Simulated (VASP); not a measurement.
# Al (Im-3m) in VASP: single point with r2SCAN

Aim: the single point of Al with r2SCAN.

All numbers are computed with VASP 6.6.1; they aren't measurements. Logs are shortened: lines on timing, memory, paths and dates and some standing lists are left out, and cuts for length are marked.

### Step 1. The crystal as given

Symmetry: Im-3m, No. 229, cubic system. The conventional cell has a = 3.182 Å, b = 3.182 Å, c = 3.182 Å, α = 90.00°, β = 90.00°, γ = 90.00°. Al (site symmetry m-3m) is surrounded by 8 Al at 2.76 Å.

This isn't the form of Al at room conditions, which is fcc.

### Step 2. Single point, r2SCAN

Input file POSCAR:

```
Al
1.0
   -1.5912186900      1.5912186900      1.5912186900
    1.5912186900     -1.5912186900      1.5912186900
    1.5912186900      1.5912186900     -1.5912186900
Al
1
Direct
    0.0000000000      0.0000000000      0.0000000000
```

Input file INCAR.step1:

```
PREC     = Accurate       # precision mode
ENCUT    = 520            # plane-wave cutoff, eV
ISMEAR   = 0              # smearing method
SIGMA    = 0.1            # smearing width, eV
LREAL    = F              # projectors in reciprocal space
LASPH    = T              # aspherical terms in the spheres
NELM     = 100            # most SCF steps
NBANDS   = 8              # bands
GGA      = PE             # functional
ALGO     = Normal         # electronic algorithm
EDIFF    = 1E-4           # SCF threshold, eV
LWAVE    = T              # write WAVECAR
LCHARG   = F              # write CHGCAR
```

Input file INCAR.step2:

```
PREC     = Accurate       # precision mode
ENCUT    = 520            # plane-wave cutoff, eV
EDIFF    = 1E-7           # SCF threshold, eV
ISMEAR   = 0              # smearing method
SIGMA    = 0.1            # smearing width, eV
LREAL    = F              # projectors in reciprocal space
LASPH    = T              # aspherical terms in the spheres
NELM     = 100            # most SCF steps
ALGO     = Normal         # electronic algorithm
ISIF     = 2              # what is computed and relaxed
LWAVE    = F              # write WAVECAR
LCHARG   = F              # write CHGCAR
METAGGA  = R2SCAN         # meta-GGA
LMIXTAU  = T            
NBANDS   = 8              # bands
ISTART   = 1
```

Input file KPOINTS:

```
Automatic mesh
0
Gamma
  8 8 8
```

Potentials or basis: VASP PAW PBE potentials, release 64 (Al).

Launch:

```bash
cat potpaw_PBE.64/Al/POTCAR > POTCAR
cp INCAR.step1 INCAR
mpirun -np 1 vasp_std > vasp.out
cp INCAR.step2 INCAR
mpirun -np 1 vasp_std > vasp.out
```

OUTCAR:

```text
PREC = Accurate
   ENCUT = 520
   EDIFF = 1E-7
   ISMEAR = 0
   LREAL = F
   LASPH = T
   NELM = 100
   ISIF = 2
   METAGGA = R2SCAN
   ISTART = 1

 ion  position               nearest neighbor table
   1  0.000  0.000  0.000-

  LATTYP: Found a body centered cubic cell.
 ALAT       =     3.1824373800

  Lattice vectors:

 A1 = (  -1.5912186900,   1.5912186900,   1.5912186900)
 A2 = (   1.5912186900,  -1.5912186900,   1.5912186900)
 A3 = (   1.5912186900,   1.5912186900,  -1.5912186900)

Analysis of symmetry for initial positions (statically):
=====================================================================
 Subroutine PRICEL returns:
 Original cell was already a primitive cell.

 Routine SETGRP: Setting up the symmetry group for a
 body centered cubic supercell.

 Subroutine GETGRP returns: Found 48 space group operations
 (whereof 48 operations were pure point group operations)
 out of a pool of 48 trial point group operations.

The static configuration has the point symmetry O_h .

Analysis of symmetry for dynamics (positions and initial velocities):
=====================================================================
 Subroutine PRICEL returns:
 Original cell was already a primitive cell.

 Routine SETGRP: Setting up the symmetry group for a
 body centered cubic supercell.

 Subroutine GETGRP returns: Found 48 space group operations
 (whereof 48 operations were pure point group operations)
 out of a pool of 48 trial point group operations.

The dynamic configuration has the point symmetry O_h .

 Subroutine INISYM returns: Found 48 space group operations
 (whereof 48 operations are pure point group operations),
 and found     1 'primitive' translations

----------------------------------------------------------------------------------------

                                     Primitive cell

  volume of cell :      16.1157

  direct lattice vectors                    reciprocal lattice vectors
    -1.591218690  1.591218690  1.591218690     0.000000000  0.314224565  0.314224565
     1.591218690 -1.591218690  1.591218690     0.314224565  0.000000000  0.314224565
     1.591218690  1.591218690 -1.591218690     0.314224565  0.314224565  0.000000000

  length of vectors
     2.756071617  2.756071617  2.756071617     0.444380641  0.444380641  0.444380641

  position of ions in fractional coordinates (direct lattice)
     0.000000000  0.000000000  0.000000000

  ion indices of the primitive-cell ions
   primitive index   ion index
                 1           1

----------------------------------------------------------------------------------------

 KPOINTS: Automatic mesh

Automatic generation of k-mesh.
 Grid dimensions read from file:
 generate k-points for:    8    8    8

 Generating k-lattice:

  Cartesian coordinates                     Fractional coordinates (reciprocal lattice)
     0.000000000  0.039278071  0.039278071     0.125000000  0.000000000  0.000000000
     0.039278071  0.000000000  0.039278071     0.000000000  0.125000000  0.000000000
     0.039278071  0.039278071  0.000000000     0.000000000  0.000000000  0.125000000

  Length of vectors
     0.055547580  0.055547580  0.055547580

  Shift w.r.t. Gamma in fractional coordinates (k-lattice)
     0.000000000  0.000000000  0.000000000

 Subroutine IBZKPT returns following result:
 ===========================================

 Found     29 irreducible k-points:

 Following reciprocal coordinates:
            Coordinates               Weight
  0.000000  0.000000  0.000000      1.000000
  0.125000  0.000000  0.000000     12.000000
  0.250000  0.000000  0.000000     12.000000
  0.375000  0.000000  0.000000     12.000000
  0.500000  0.000000  0.000000      6.000000
  0.125000  0.125000  0.000000     24.000000
[... 16 lines left out ...]
 -0.250000  0.250000  0.250000      6.000000
 -0.375000  0.375000  0.250000     24.000000
 [... further k-points ...]
   k-points           NKPTS =     29   k-points in BZ     NKDIM =     29   number of bands    NBANDS=      8
   number of dos      NEDOS =    301   number of ions     NIONS =      1
   total plane-waves  NPLWV =   8000
   dimension x,y,z NGX =    20 NGY =   20 NGZ =   20
   dimension x,y,z NGXF=    40 NGYF=   40 NGZF=   40
   ions per type =               1
   NGX,Y,Z   is equivalent  to a cutoff of  12.06, 12.06, 12.06 a.u.
   NGXF,Y,Z  is equivalent  to a cutoff of  24.13, 24.13, 24.13 a.u.
 SYSTEM =  unknown system
   PREC   = accura    normal or accurate (medium, high low for compatibility)
   ISTART =      1    job   : 0-new  1-cont  2-samecut
   ICHARG =      0    charge: 1-file 2-atom 10-const
   ISPIN  =      1    spin polarized calculation?
   LNONCOLLINEAR =      F non collinear calculations
   LSORBIT =      F    spin-orbit coupling
   LASPH  =      T    aspherical Exc in radial PAW
   ENCUT  =  520.0 eV  38.22 Ry    6.18 a.u.   5.12  5.12  5.12*2*pi/ulx,y,z
   NELM   =    100;   NELMIN=  2; NELMDL=  0     # of ELM steps
   EDIFF  = 0.1E-06   stopping-criterion for ELM
   LREAL  =      F    real-space projection
   EDIFFG = 0.1E-05   stopping-criterion for IOM
   NSW    =      0    number of steps for IOM
   IBRION =     -1    ionic relax: 0-MD 1-quasi-New 2-CG
   NFREE  =      0    steps in history (QN), initial steepest desc. (CG)
   ISIF   =      2    stress and relaxation
   ISYM   =      2    0-nonsym 1-usesym 2-fastsym
   POTIM  = 0.5000    time-step for ionic-motion
   TEBEG  =    0.0;   TEEND  =   0.0 temperature during run
   PSTRESS=    0.0 pullay stress
   NELECT =       3.0000    total number of electrons
   NUPDOWN=      -1.0000    fix difference up-down
   EMIN   =  10.00;   EMAX   =-10.00  energy-range for DOS
   EFERMI =   0.00;   METHOD = LEGACY
   ISMEAR =     0;   SIGMA  =   0.10  broadening in eV -4-tet -1-fermi 0-gaus
   EFERMI_NEDOS =   21; number of points for ismear=-14 and -15
   IALGO  =     38    algorithm
   IMIX   =      4    mixing-type and parameters
     AMIX     =   0.40;   BMIX     =  1.00
     AMIX_MAG =   1.60;   BMIX_MAG =  1.00
  volume/ion in A,a.u.               =      16.12       108.75
  Fermi-wavevector in a.u.,A,eV,Ry     =   0.934757  1.766435 11.888371  0.873771
  Thomas-Fermi vector in A             =   2.061595
   LORBIT       =      0    0 simple, 1 ext, 2 COOP (PROOUT), +10 PAW based schemes
   METAGGA = R2SCAN    functional components
   LHFCALC =     F    Hartree Fock is set to
   AEXX    =    0.0000 exact exchange contribution
   IVDW    =     0    specifies the selected vdW correction
   LEPSILON=     F    determine dielectric tensor
   LRPA    =     F    only Hartree local field effects (RPA)
 non-spin polarized calculation
 Gauss-broadening in eV      SIGMA  =   0.10
  energy-cutoff  :      520.00
  volume of cell :       16.12
 maximum number of plane-waves:       466
   NGX = 11   NGY = 11   NGZ = 11

 number of electron       3.0000000 magnetization

 Free energy of the ion-electron system (eV)
  ---------------------------------------------------
  ext. energy  EPLUGINS =         0.00000000
  ---------------------------------------------------
  free energy    TOTEN  =        -6.58425518 eV

  energy without entropy =       -6.57703879  energy(sigma->0) =       -6.58064699

 E-fermi :   8.4430     XC(G=0): -11.0089

 val. band max:        8.2221487429   @ k =   0.5000   0.5000   0.3750
 cond. band min:       8.4509420860   @ k =  -0.3750   0.5000   0.2500
 fundamental gap:      0.2287933432
 Fermi energy:         8.4429775565

 k-point     1 :       0.0000    0.0000    0.0000
  band No.  band energies     occupation
      1      -3.7470      2.00000
      2      22.4608      0.00000
      3      22.4608      0.00000
      4      22.4608      0.00000
      5      24.5657      0.00000
      6      24.5657      0.00000
      7      24.5657      0.00000
      8      25.7296      0.00000

 k-point     2 :       0.1250    0.0000    0.0000
  band No.  band energies     occupation
      1      -3.2619      2.00000
      2      18.4201      0.00000
      3      20.6228      0.00000
      4      20.9042      0.00000
      5      22.7630      0.00000
      6      23.8117      0.00000
      7      25.6784      0.00000
      8      26.2050      0.00000

 k-point     3 :       0.2500    0.0000    0.0000
  band No.  band energies     occupation
      1      -1.8163      2.00000
      2      12.9162      0.00000
      3      18.7834      0.00000
      4      18.8295      0.00000
      5      20.7573      0.00000
      6      22.2539      0.00000
      7      27.3187      0.00000
      8      27.4137      0.00000

 k-point     4 :       0.3750    0.0000    0.0000
  band No.  band energies     occupation
      1       0.5586      2.00000
      2       8.0120      2.00000
      3      17.4755      0.00000
      4      17.6653      0.00000
      5      19.5065      0.00000
      6      21.1497      0.00000
      7      29.0585      0.00000
      8      29.8441      0.00000

 k-point     5 :       0.5000    0.0000    0.0000
  band No.  band energies     occupation
      1       3.4742      2.00000
      2       4.2474      2.00000
      3      17.0148      0.00000
      4      17.2927      0.00000
      5      19.0865      0.00000
      6      20.7513      0.00000
      7      30.5022      0.00000
      8      32.0428      0.00000
[... 177 lines left out ...]
 k-point    22 :       0.2500    0.2500    0.2500
  band No.  band energies     occupation
      1       7.0897      2.00000
      2       7.0897      2.00000
      3       7.0897      2.00000
      4       9.2128      0.00000
      5      31.7804      0.00000
      6      31.7804      0.00000
      7      33.1864      0.00000
      8      33.1864      0.00000

 k-point    23 :      -0.2500    0.2500    0.2500
  band No.  band energies     occupation
      1       0.0890      2.00000
      2      13.7211      0.00000
      3      13.7211      0.00000
      4      15.1229      0.00000
      5      17.3247      0.00000
      6      26.2307      0.00000
      7      27.6862      0.00000
      8      28.8328      0.00000

 k-point    24 :      -0.3750    0.3750    0.2500
  band No.  band energies     occupation
      1       2.4314      2.00000
      2       9.7262      0.00000
      3      12.4483      0.00000
      4      14.6447      0.00000
      5      17.6638      0.00000
      6      23.9912      0.00000
      7      26.0736      0.00000
      8      29.4463      0.00000

 [... further k-points ...]
[... 5 lines left out ...]
  --------------------------------------------------------------------------------------
  -------------------------------------------------------------------------------------
  Total       -0.0002527     -0.0002527     -0.0002527      0.0000000     -0.0000000      0.0000000
  in kB       -0.0251270     -0.0251270     -0.0251270      0.0000000     -0.0000000      0.0000000
  external PRESSURE =      -0.0251270 kB  Pullay stress =       0.0000000 kB

 VOLUME and BASIS-vectors are now :
 -----------------------------------------------------------------------------
  energy-cutoff  :      520.00
  volume of cell :       16.12
      direct lattice vectors                 reciprocal lattice vectors
    -1.591218690  1.591218690  1.591218690     0.000000000  0.314224565  0.314224565
     1.591218690 -1.591218690  1.591218690     0.314224565  0.000000000  0.314224565
     1.591218690  1.591218690 -1.591218690     0.314224565  0.314224565  0.000000000

 POSITION                                       TOTAL-FORCE (eV/Angst)
 -----------------------------------------------------------------------------------
      0.00000      0.00000      0.00000         0.000000      0.000000     -0.000000
 -----------------------------------------------------------------------------------
    total drift:                                0.000000      0.000000     -0.000000

  FREE ENERGIE OF THE ION-ELECTRON SYSTEM (eV)
  ---------------------------------------------------
  free  energy   TOTEN  =        -6.5842551805 eV

  energy  without entropy=       -6.5770387949  energy(sigma->0) =       -6.58064699
```

Run time: 5.9 s. Hardware: 1 thread of Intel Xeon 6975P-C (Granite Rapids), shared host; peak memory 0.12 GiB.

Results:

* Free energy: -6.5843 eV
* Pressure: 0.0 GPa
* Band gap on the k mesh: none (metal or under the smearing width)

Caveat: the PAW data sets were made with another functional, which shifts forces and pressure a little.
